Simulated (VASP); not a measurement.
Crystal: CdO (Monteponite).

```
Cd O
1.0
     0.00000    2.34950    2.34950
     2.34950    0.00000    2.34950
     2.34950    2.34950    0.00000
Cd O
1 1
Cartesian
  0.0000 0.0000 0.0000
  2.3495 2.3495 2.3495
```

Program: VASP 6.6.1. Alike in all runs: potentials or basis VASP PAW PBE potentials, release 64 (Cd, O); cell as given; cutoff (eV) 520. Hardware: 1 thread of Intel(R) Xeon(R) Platinum 8375C CPU @ 2.90GHz (Ice Lake), with other jobs on the host.

Q: Order these runs on this cell by their wall time, lowest first.
A. task single point; level PBE; spin off; k mesh 10 × 10 × 10; smearing gaussian 0.012 eV
B. task band structure; level TB-mBJ; spin SOC, no magnetisation; k mesh 7 × 7 × 7; smearing fermi-dirac 0.05 eV
C. task band structure; level LMBJ; spin off; k mesh 10 × 10 × 10; smearing fermi-dirac 0.05 eV

A: A (31 s), C (260 s), B (870 s).
